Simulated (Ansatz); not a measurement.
# Br (I4/mmm) in Ansatz: a series of runs, part 2 of 2

Ansatz 0.2.0. Earlier steps stand in the parts before.

## Step 4: Relaxation of cell and atoms, PBEsol

File input.yaml:

```yaml
crystal:
  lattice:
    - [-1.423491705, 1.423491705, 3.57751737]
    - [1.423491705, -1.423491705, 3.57751737]
    - [1.423491705, 1.423491705, -3.57751737]
  atoms:
    - { symbol: Br, position: [0.0, 0.0, 0.0] }
hamiltonian:
  xc: pbesol
  pseudopotentials: { kind: paw }
kpoints:
  mp_grid: { grid: [13, 13, 13] }
scf:
  occupations: { method: fermi_dirac, width: 0.05 }
output:
  forces: true
  stress: true
  eigenvalues: true
relax:
  f_tol: 0.01
  max_steps: 40
  cell: { stress_tol: 0.05 }
```

Potentials or basis: Ansatz PAW.

Command:

```console
$ ansatz run input.yaml --threads 2 --pin off --max-ram 5632MiB --backend cpu --events-out ev --progress --plain --runs-dir out
```

What it wrote:

```text
Warning: RAYON_NUM_THREADS=2 ignored (pool sized by the plan → 2); use --threads N
basis.fft_grid_basis auto: the FFT boxes are laid along the combinations [[1, 0, 1], [0, 1, 1], [0, 0, 1]] of the cell's own vectors, 2.847, 2.847 and 4.105 Å long. The dense box has 20×20×30 points. Along the cell's own vectors, as sized, it would have 30×30×30, 2.25 times as many. Of the 16 symmetry operations that the crystal satisfies within crystal.symmetry.tolerance (time reversal apart; of a slab, those that keep its plane) the dense box along the cell's own vectors carries 16, and the one as laid loses 12 of those. basis.fft_grid_basis: typed keeps the cell's own vectors: state it where this run's energies or levels are differenced outside the engine with another run's, or held beside a run that keeps those vectors.
Engine: ansatz 0.2.0, aarch64-unknown-linux-gnu
Pseudopotentials: kind: paw
Pseudopotential: Br, paw, valence charge 7, recommended cutoff 420 eV (normal), Br.paw.azcp
Functional definition: PBEsol
  exchange = pbesol_x
  correlation = pbesol_c
Crystal: 1 atoms, lattice volume = 28.997 Å³
Basis set: ecut = 420 eV, 575 PW (Γ), FFT grids on a1+a3, a2+a3, a3, exchange–correlation on 40×40×60 points (8 copies of the dense FFT grid, shifted against one another)
Bands: 8, of which v1, the nominal top of the filled ones, is band 4 counted from 1 (3 counted from 0)
Symmetry: 16 space group operations
Space group: I4/mmm (ITA 139), of the structure as read, at distance tolerance 3.1e-5 Å
k-points: 196 of 2197
Non-local potential: Br, projectors of the file, l = 0: 2, l = 1: 2, l = 2: 2
PAW form: soft (Blöchl's): semilocal exchange-correlation on the pseudo side does not see the compensation charge
PAW frozen core: Br, regenerated for the run's functional, and the local potential with it (the file was generated under x = pbe(κ = 0.804, μ = 0.2195149727645171), c = pbe(β = 0.06672455060314922))
PAW one-centre angular grid: Br, 110 points (default); XC on 64 Gauss nodes
Initial density: superposition of atomic densities (neutral atoms: chi_scale 0, normalization atom), corrected by the library's trained network
Initial wavefunctions: pseudopotential atomic-orbital guess
Functional: x = pbesol(κ = 0.804, μ = 0.12345679012345678), c = pbesol(β = 0.046)
[... 79 lines left out ...]
  E_local      = -207.450390  (includes V_loc(G=0)·N_el)
  E_nonlocal   = 70.591365
  E_hartree    = 50.331908
  E_xc         = -259.820671
  E_vxc        = -101.796470  (∫ρ·V_xc dr)
  E_paw        = -2203.310762  (= ΣΔE_a)
  E_vpaw       = -12.135287  (= ΣTr[D̂ρ^β])
  E_aug_tail   = 0.000000  (compensation charges beyond the density's cutoff)
  E_ewald      = -318.165766
  E_core_change = 0.092270  (= ΣΔE_core)
  E_smearing   = -0.004412  (= −TS)
  E_closure    = 0.000000  (closes the sum)
  Σ components = -2736.336163   (vs F -2736.336163, Δ=0.00e0)
--- Forces (eV/Å), atoms counted from 1 ---
  atom   1  Br     0.00000000    -0.00000000     0.00000000
  max |Σ_I F_I| component: 9.86e-31 eV/Å
--- Stress (GPa, compression-positive) ---
       -0.011220       0.000000       0.000000
        0.000000      -0.011220       0.000000
       -0.000000      -0.000000       0.000952
  P = ⅓ Tr σ = -0.0072 GPa (-0.072 kbar)
--- Band table (eV; the first three rows and the last of 196) ---
  k-point 0: bands = ["-12.8532", "1.0276", "4.6311", "4.6311", "8.6076", "13.3519", "13.8408", "19.8035"]
  k-point 1: bands = ["-12.7055", "1.1423", "4.0076", "4.0411", "8.9065", "14.3008", "14.6845", "17.5032"]
  k-point 2: bands = ["-12.2764", "1.4639", "2.7091", "2.7831", "9.6329", "15.6716", "16.1942", "16.5145"]
  k-point 195: bands = ["-12.5757", "-0.9024", "3.8313", "4.5482", "13.0343", "13.7747", "14.6332", "19.9824"]
--- Relaxed structure (6 steps of the walk, 6 accepted, 1 SCFs on fresh bases) ---
  F+E_penalty+E_count = -2736.33616293 eV   max|allowed force component| = 0.000e0 eV/Å   (the final SCF, on the basis selected at the relaxed cell)
  cell:  # Å, volume = 29.0575 Å³
    - [-1.4078435685670045, 1.4078435685670045, 3.6651344812761772]
    - [1.4078435685670045, -1.4078435685670045, 3.6651344812761772]
    - [1.4078435685670045, 1.4078435685670045, -3.6651344812761772]
  atoms:
    - { symbol: Br, position: [0.0, 0.0, 0.0] }
```

It took 13 s on 2 threads of Arm Neoverse V1, shared host; peak memory 0.33 GiB.

Results:

```
Free energy                            : -2736.3362 eV
Relaxed volume                         : 29.06 Å³/atom
Relaxed cell                           : a = 4.171 Å, b = 4.171 Å, c = 4.171 Å, α = 140.55°, β = 140.55°, γ = 57.02°
Space group after relaxing (to 0.05 Å) : I4/mmm (No. 139)
Energy gained by relaxing              : 4.2 meV/atom
Ionic steps                            : 7
Pressure after relaxing                : 0.0 GPa
Band gap on the k mesh                 : none (metal or under the smearing width)
```

Step by step:
```
step  energy change (eV)  largest force (eV/Å)  volume (Å³)
   1              0.0000                0.0000        29.00
   2             -0.0038                0.0000        28.36
   3             -0.0041                0.0000        28.58
   4             -0.0042                0.0000        28.73
   5             -0.0043                0.0000        29.01
   6             -0.0043                0.0000        29.06
   7             -0.0042                0.0000        29.06
```

Final structure:
```
Br
1.0
    -1.40784    1.40784    3.66513
     1.40784   -1.40784    3.66513
     1.40784    1.40784   -3.66513
Br
1
Direct
  0.00000 0.00000 0.00000
```

Levels at points of the mesh, in eV from the Fermi level:
| k point | band 1 | band 2 | band 3 | band 4 | band 5 | band 6 | band 7 |
| --- | --- | --- | --- | --- | --- | --- | --- |
| (0.00, 0.00, 0.00) | -16.52 | -2.64 | 0.96 | 0.96 | 4.94 | 9.68 | 10.17 |

Caveat: the plane-wave basis is chosen anew once the cell has moved, so the energies of steps on either side of that aren't comparable; an odd number of electrons without spin polarisation forces a metal; a magnetic or distorted state may lie lower; the PAW data sets come from PBE, with cores solved anew for the run's functional, which leaves a small shift of forces and pressure.

## Step 5: Relaxation of cell and atoms, RPBE

Edit input.yaml of step 4 so:

```diff
@@ -8,3 +8,3 @@
 hamiltonian:
-  xc: pbesol
+  xc: rpbe
   pseudopotentials: { kind: paw }
```

Command:

```console
$ ansatz run input.yaml --threads 2 --pin off --max-ram 5632MiB --backend cpu --events-out ev --progress --plain --runs-dir out
```

Wall time 40 s (2 threads of Arm Neoverse V1, shared host); peak memory 0.36 GiB.

The run converged. Its results:

* Free energy: -2789.2792 eV
* Relaxed volume: 44.26 Å³/atom
* Relaxed cell: a = 5.616 Å, b = 5.616 Å, c = 5.616 Å, α = 149.96°, β = 149.96°, γ = 43.00°
* Space group after relaxing (to 0.05 Å): I4/mmm (No. 139)
* Energy gained by relaxing: 88.1 meV/atom
* Ionic steps: 18
* Pressure after relaxing: 0.0 GPa
* Band gap on the k mesh: none (metal or under the smearing width)

The path:
```csv
step,energy change (eV),largest force (eV/Å),volume (Å³)
1,0.0000,0.0000,29.00
2,-0.0374,0.0000,31.75
3,-0.0545,0.0000,33.46
4,-0.0661,0.0000,34.83
5,-0.0717,0.0000,36.32
6,-0.0721,0.0000,36.75
7,-0.0777,0.0000,36.75
8,-0.0817,0.0000,37.97
9,-0.0849,0.0000,39.46
10,-0.0865,0.0000,40.82
11,-0.0868,0.0000,41.95
12,-0.0868,0.0000,41.86
13,-0.0875,0.0000,41.86
14,-0.0878,0.0000,42.56
15,-0.0880,0.0000,43.79
16,-0.0880,0.0000,44.18
17,-0.0880,0.0000,44.26
18,-0.0881,0.0000,44.26
```

Final structure:
```
Br
1.0
    -1.45525    1.45525    5.22521
     1.45525   -1.45525    5.22521
     1.45525    1.45525   -5.22521
Br
1
Direct
  0.00000 0.00000 0.00000
```

Levels at points of the mesh, in eV from the Fermi level:
| k point | band 1 | band 2 | band 3 | band 4 | band 5 | band 6 |
| --- | --- | --- | --- | --- | --- | --- |
| (0.00, 0.00, 0.00) | -15.69 | -2.97 | 0.78 | 0.78 | 4.72 | 9.76 |

Caveat: the volume moved by over 15 % at a fixed basis, so the end points are rough; the plane-wave basis is chosen anew once the cell has moved, so the energies of steps on either side of that aren't comparable; an odd number of electrons without spin polarisation forces a metal; a magnetic or distorted state may lie lower; the PAW data sets come from PBE, with cores solved anew for the run's functional, which leaves a small shift of forces and pressure.

## Step 6: Relaxation of cell and atoms, revPBE

Edit input.yaml of step 5 so:

```diff
@@ -8,3 +8,3 @@
 hamiltonian:
-  xc: rpbe
+  xc: revpbe
   pseudopotentials: { kind: paw }
@@ -18,2 +18,6 @@
   eigenvalues: true
+  write_density: true
+  write_potential: true
+  elf: true
+  volumetric_format: npy
 relax:
```

Potentials or basis: Ansatz PAW.

Command:

```console
$ ansatz run input.yaml --threads 2 --pin off --max-ram 5632MiB --backend cpu --events-out ev --progress --plain --runs-dir out
```

Wall time 54 s (2 threads of Arm Neoverse V1, shared host); peak memory 0.45 GiB.

The run converged. Its results:

```
Free energy                            : -2787.4881 eV
Relaxed volume                         : 46.80 Å³/atom
Relaxed cell                           : a = 5.930 Å, b = 5.930 Å, c = 5.930 Å, α = 151.69°, β = 151.69°, γ = 40.46°
Space group after relaxing (to 0.05 Å) : I4/mmm (No. 139)
Energy gained by relaxing              : 81.1 meV/atom
Ionic steps                            : 19
Pressure after relaxing                : 0.0 GPa
Band gap on the k mesh                 : none (metal or under the smearing width)
```

Step by step:
| step | energy change (eV) | largest force (eV/Å) | volume (Å³) |
| --- | --- | --- | --- |
| 1 | 0.0000 | 0.0000 | 29.00 |
| 2 | -0.0306 | 0.0000 | 31.59 |
| 3 | -0.0455 | 0.0000 | 33.22 |
| 4 | -0.0557 | 0.0000 | 34.61 |
| 5 | -0.0609 | 0.0000 | 36.04 |
| 6 | -0.0613 | 0.0000 | 36.57 |
| 7 | -0.0613 | 0.0000 | 36.50 |
| 8 | -0.0670 | 0.0000 | 36.50 |
| 9 | -0.0713 | 0.0000 | 37.79 |
| 10 | -0.0748 | 0.0000 | 39.29 |
| 11 | -0.0770 | 0.0000 | 40.74 |
| 12 | -0.0778 | 0.0000 | 42.21 |
| 13 | -0.0790 | 0.0000 | 42.21 |
| 14 | -0.0799 | 0.0000 | 43.40 |
| 15 | -0.0805 | 0.0000 | 44.87 |
| 16 | -0.0808 | 0.0000 | 46.34 |
| 17 | -0.0808 | 0.0000 | 46.95 |
| 18 | -0.0808 | 0.0000 | 46.80 |
| 19 | -0.0811 | 0.0000 | 46.80 |

Final structure:
```cif
data_structure
_symmetry_space_group_name_H-M 'P 1'
_symmetry_Int_Tables_number 1
_cell_length_a 5.9303
_cell_length_b 5.9303
_cell_length_c 5.9303
_cell_angle_alpha 151.692
_cell_angle_beta 151.692
_cell_angle_gamma 40.463
_cell_volume 46.80
loop_
_atom_site_label
_atom_site_type_symbol
_atom_site_fract_x
_atom_site_fract_y
_atom_site_fract_z
_atom_site_occupancy
Br1 Br 0.00000 0.00000 0.00000 1
```

Levels at points of the mesh, in eV from the Fermi level:
```csv
k point,band 1,band 2,band 3,band 4,band 5,band 6,band 7,band 8
"(0.00, 0.00, 0.00)",-15.76,-3.08,0.79,0.79,4.79,9.73,9.77,12.31
```

Caveat: the volume moved by over 15 % at a fixed basis, so the end points are rough; the plane-wave basis is chosen anew once the cell has moved, so the energies of steps on either side of that aren't comparable; an odd number of electrons without spin polarisation forces a metal; a magnetic or distorted state may lie lower; the PAW data sets come from PBE, with cores solved anew for the run's functional, which leaves a small shift of forces and pressure.

## Step 7: Summary

```tsv
level	gap on the mesh (eV)	pressure (GPa)	relaxed volume (Å³/atom)
LDA	none	0.0	26.38
PBE	none	0.0	37.03
PBEsol	none	0.0	29.06
RPBE	none	0.0	44.26
revPBE	none	0.0	46.80
```

Alike in all rows: task relaxation of cell and atoms; potentials or basis Ansatz PAW; no spin polarisation; cell relaxed; k mesh 13 × 13 × 13; cutoff (eV) 420; smearing fermi-dirac 0.05 eV.

Caveats: the plane-wave basis is chosen anew once the cell has moved, so the energies of steps on either side of that aren't comparable; an odd number of electrons without spin polarisation forces a metal; a magnetic or distorted state may lie lower; the PAW data sets come from PBE, with cores solved anew for the run's functional, which leaves a small shift of forces and pressure (some runs); the volume moved by over 15 % at a fixed basis, so the end points are rough (some runs).

Absolute energies hang on the potentials; compare differences alone.
